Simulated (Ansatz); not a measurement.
## Work and stress of cleavage in CoSi

The calculation used DFT PBE, scalar-relativistic, plane waves, PAW (Ansatz). Cutoff 420 eV, Γ-centred 9×9×5 k-points, Gaussian smearing of 0.15 eV. No spin polarisation. A magnetic state may lie lower. Energies are free energies at this smearing, counted from the undisturbed cell; pressure is positive in compression.

The undisturbed cell (relaxed at this level):

```xyz
16
Lattice="0.0000 -4.4308 0.0000 0.0000 0.0000 -4.4308 8.8617 0.0000 0.0000" Properties=species:S:1:pos:R:3 pbc="T T T"
Co    7.2888   -3.7883   -3.7883
Co    2.8580   -3.7883   -3.7883
Co    8.2191   -0.6426   -1.5729
Co    3.7883   -0.6426   -1.5729
Co    0.6426   -2.8580   -0.6426
Co    5.0734   -2.8580   -0.6426
Co    1.5729   -1.5729   -2.8580
Co    6.0037   -1.5729   -2.8580
Si    1.5205   -0.6949   -0.6949
Si    5.9513   -0.6949   -0.6949
Si    0.6949   -3.7359   -2.9104
Si    5.1258   -3.7359   -2.9104
Si    8.1668   -1.5205   -3.7359
Si    3.7359   -1.5205   -3.7359
Si    7.3412   -2.9104   -1.5205
Si    2.9104   -2.9104   -1.5205
```

The cut lies on the cell's a–b face, a (1 0 0) plane (indices in the standard cell, whose axes needn't be the Cartesian ones shown) of area 19.63 Å², between layers 1.29 Å apart. Vector c is lengthened by d along the normal with the atoms' Cartesian places fixed: one unrelaxed cut a cell. The traction is positive where the two halves pull on each other.

```
d (Å) energy (J/m²) traction (GPa)
-0.30           1.10           -88.3
 0.00           0.00             0.0
 0.25           0.37            25.2
 0.50           1.11            31.3
 1.00           2.53            23.4
 1.50           3.41            12.2
 2.00           3.82             5.3
 3.00           4.07             0.9
 6.00           4.12             0.0
```

Q: What are the work of separation and the cleavage stress, and do they fit the universal binding curve?

A: The energy levels off near W ≈ 4.12 J/m² (the traction is down to 0.0 GPa), the energy of the two unrelaxed faces, 2.06 J/m² each on average. The largest sampled traction is 31.3 GPa at d = 0.50 Å, and a parabola through it and its two neighbours peaks at σ_max ≈ 31.9 GPa, d ≈ 0.60 Å. The curve E = W[1 − (1 + d/ℓ)exp(−d/ℓ)] peaks in traction at d = ℓ with σ_max = W/(eℓ); with 1 J/m² per Å = 10 GPa this W and σ_max give ℓ = 0.48 Å. A parabola through that curve at the same three d peaks at 0.56 Å, against 0.60 Å here, a fair fit. Real crystals break at far lower stress, because cracks concentrate it, and on the plane of lowest W, which needn't be this one.

The cut is rigid; relaxing the faces lowers these energies and usually the stresses.

In a metal these slopes depend on the k mesh and the smearing.

Cost: 9 runs of about 22 core-minutes in all, on Intel Xeon 6975P-C (Granite Rapids) (shared hosts).